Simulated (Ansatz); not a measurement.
Input and command of a calculation in Ansatz (plane waves; scalar-relativistic PAW potentials unless the input names others):

```yaml
crystal:
  lattice:
    - [0.0, 3.2431125, 3.391275]
    - [3.2431125, 0.0, 3.391275]
    - [3.2431125, 3.2431125, 0.0]
  atoms:
    - { symbol: K, position: [0.0, 0.0, 0.0] }
    - { symbol: Br, position: [0.5, 0.5, 0.5] }
basis:
  ecutwfc: 420
  ecutrho_ratio: 9
kpoints:
  mp_grid: { grid: [6, 6, 6] }
hamiltonian:
  xc: lda
scf:
  occupations: { method: gaussian, width: 0.05 }
output:
  forces: true
  eigenvalues: true
  stress: true
```

```bash
ansatz run input.yaml --threads 1 --pin off --max-ram 1228MiB --backend cpu --events-out ev --progress --plain --runs-dir out
```

Abridged log:
```
Basis set: ecut = 420 eV, 1387 PW (Γ)
Bands: 12, of which v1, the nominal top of the filled ones, is band 8 counted from 1 (7 counted from 0)
Symmetry: 16 space group operations
k-points: 30 of 216
SCF iter   1: F=—  HF=-4193.598480 eV  |F-HF|=—  |Δ(HF+E_count)|=         —  Δρ=4.67e-3  dr2=9.47e-3  ethr=1.77e-3  ⟨swp⟩=6.2  Hψ=2390  notcnv=0
SCF iter   2: F=—  HF=-4193.595574 eV  |F-HF|=—  |Δ(HF+E_count)|=   2.91e-3  Δρ=2.28e-3  dr2=1.78e-3  ethr=5.92e-5  ⟨swp⟩=2.4  Hψ=766  notcnv=0
SCF iter   3: F=—  HF=-4193.595128 eV  |F-HF|=—  |Δ(HF+E_count)|=   4.46e-4  Δρ=1.49e-4  dr2=1.01e-5  ethr=1.11e-5  ⟨swp⟩=1.0  Hψ=360  notcnv=0
SCF iter   4: F=—  HF=-4193.595130 eV  |F-HF|=—  |Δ(HF+E_count)|=   1.94e-6  Δρ=2.86e-5  dr2=2.41e-7  ethr=6.34e-8  ⟨swp⟩=2.0  Hψ=600  notcnv=0
SCF iter   5: F=-4193.595130 eV  HF=-4193.595130 eV  |F-HF|=7.38e-9  |Δ(HF+E_count)|=   1.02e-7  Δρ=1.11e-5  dr2=2.48e-8  ethr=1.51e-9  ⟨swp⟩=2.0  Hψ=543  notcnv=0
SCF iter   6: F=-4193.595130 eV  HF=-4193.595130 eV  |F-HF|=1.68e-9  |Δ(HF+E_count)|=   2.58e-9  Δρ=2.02e-6  dr2=2.70e-9  ethr=1.55e-10  ⟨swp⟩=2.9  Hψ=1302  notcnv=0
SCF 1 converged in 6 iterations: F = -4193.595130 eV  dr2 = 2.70e-9
SCF converged after 6 iterations
Free energy (F): -4193.595130 eV
Harris-Foulkes:  -4193.595130 eV  (|F-HF|=1.68e-9)
Internal energy: -4193.595130 eV  (E = F + TS)
E sigma→0 (E₀):  -4193.595130 eV
Fermi energy:    2.865160 eV
--- Forces (eV/Å), atoms counted from 1 ---
  atom   1  K      0.00000000     0.00000000     0.00000000
  atom   2  Br     0.00000000     0.00000000     0.00000000
--- Stress (GPa, compression-positive) ---
       -1.124066       0.000000       0.000000
        0.000000      -1.124066       0.000000
        0.000000       0.000000      -2.156230
  P = ⅓ Tr σ = -1.4681 GPa (-14.681 kbar)
```

Apart from outputs and empty bands, the input differs from a reference run on usual settings in basis.ecutrho_ratio: not typed → 9. The reference, at the same geometry (not necessarily relaxed), gave pressure -1.47 GPa, largest force 0.000 eV/Å, gap on the mesh 4.04 eV. This run converged in 6 SCF iterations (reference: 6) with an energy at zero smearing within 0.01 meV/atom of the reference's, pressure -1.47 GPa, largest force 0.000 eV/Å, gap on the mesh 4.04 eV.